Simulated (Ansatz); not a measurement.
A run of Ansatz 0.2.0 is set up as follows.

File input.yaml:

```yaml
crystal:
  lattice: { a: 3.17, b: 3.17, c: 3.533, alpha: 90.0, beta: 90.0, gamma: 120.0 }
  space_group: 191
  reduce_to_primitive: true
  atoms:
    - { symbol: Zr, wyckoff: "1a", position: [0.0, 0.0, 0.0] }
    - { symbol: B, wyckoff: "2d", position: [0.6666666667, 0.3333333333, 0.5] }
hamiltonian:
  xc: pbe0
  pseudopotentials: { kind: nc, accuracy: stringent }
kpoints:
  mp_grid: { grid: [6, 6, 5] }
scf:
  occupations: { method: fermi_dirac, width: 0.1 }
output:
  forces: true
  stress: true
  eigenvalues: true
  bader: false
  populations: intrinsic
```

Potentials or basis: PseudoDojo stringent (PBE files).

Command:

```bash
$ ansatz run input.yaml --threads 2 --pin off --max-ram 5120MiB --backend cpu --events-out ev --progress --plain --runs-dir out
```

**Question.** Predict the pressure.

**Answer.** -1.1 GPa.

**Question.** What does it give for the band gap on the k mesh?

**Answer.** None (metal or under the smearing width).

Stress tensor (GPa, compression positive):
```
-0.68  0.00  0.00
 0.00 -0.68  0.00
 0.00  0.00 -2.07
```

Caveat: the k mesh is coarse (spacing up to 0.38 Å⁻¹), so the values aren't converged, least of all with exact exchange; the potentials were made for another functional, which shifts forces and pressure; the thresholds are loose for stress.
